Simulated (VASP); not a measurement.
# AgCl: relaxation of the atoms, by dispersion

AgCl, molecule in box, 2 atoms in the cell.

| Dispersion | Ionic steps | SCF steps in all | Time (s) |
|---|---|---|---|
| none | 1 | 27 | 85 |
| TS | 1 | 27 | 83 |
| TS by libMBD | 1 | 27 | 86 |
| TS by libMBD, surface set | 1 | 27 | 82 |

## Input of the first row

INCAR:
```
SYSTEM = AgCl
PREC = Accurate
ENCUT = 600
EDIFF = 1E-7
ISMEAR = 0
SIGMA = 0.02
LREAL = .False.
LASPH = .True.
ALGO = Normal
NELM = 100
ISIF = 2
LWAVE = .False.
LCHARG = .False.
IBRION = 2
NSW = 50
EDIFFG = -0.01
```

KPOINTS:
```
k-points
0
Gamma
  1 1 1
```

POSCAR:
```
AgCl
1.0
   11.0000000000      0.0000000000      0.0000000000
    0.0000000000     10.0000000000      0.0000000000
    0.0000000000      0.0000000000     10.0000000000
Cl Ag
1 1
Direct
    0.5896227300      0.4673550000      0.5523000000
    0.4127409100      0.5368450000      0.4545000000
```

Commands:
```
cat potpaw_PBE.64/Cl/POTCAR potpaw_PBE.64/Ag/POTCAR > POTCAR
mpirun -np 1 vasp_std > vasp.out
```

Changes of the last row against the first:
```
+ IVDW = 14
+ LIBMBD_METHOD = ts
+ LIBMBD_VDW_PARAMS_KIND = tssurf
```

VASP 6.6.1 took 85 s on 1 core (Intel Xeon 6975P-C (Granite Rapids)), a shared host.
